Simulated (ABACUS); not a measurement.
# Na under changes of volume

One of the cells (37.814 Å³/atom); the others are scaled copies at fixed shape and fractional positions:

```xyz
2
Lattice="3.7670 0.0000 0.0000 -1.8835 3.2623 0.0000 0.0000 0.0000 6.1540" Properties=species:S:1:pos:R:3 pbc="T T T"
Na    1.8835    1.0874    4.6155
Na    0.0000    2.1749    1.5385
```

This isn't the form of Na at room conditions, which is bcc.

```yaml
Program: ABACUS 3.10.1
Functional: PBE
Potentials_or_basis: PseudoDojo NC SR 0.4.1 PBE standard
Cutoff: 1211 eV
Density_cutoff: 4844 eV
Basis: plane waves
k_mesh: 8 × 8 × 5
Occupations: fermi-dirac, width 0.05 eV
Spin: no spin polarisation
```

```tsv
volume (Å³/atom)	energy over the lowest point (meV/atom)	pressure (GPa)
35.545	1.80	0.4
36.301	?	?
37.057	0.00	0.0
37.814	0.26	-0.1
38.570	1.21	-0.3
39.326	2.78	-0.4
40.083	4.91	-0.5
```

Q: What does the run at 36.301 Å³/atom give?

A: Energy over the lowest point 0.49 meV/atom; pressure 0.2 GPa.

Worked out: A Birch-Murnaghan fit of order 3 (a polynomial in V^(-2/3)) to the other rows has its minimum at 37.16 Å³/atom with B0 = V·E''(V) = 7.7 GPa and B' = 3.8 at fixed shape and positions, which overstates the stiffness. It gives 0.49 meV/atom at 36.301 Å³/atom, against the run's 0.49, and -dE/dV = 0.2 GPa, against 0.2.

Energies are extrapolated to zero smearing.
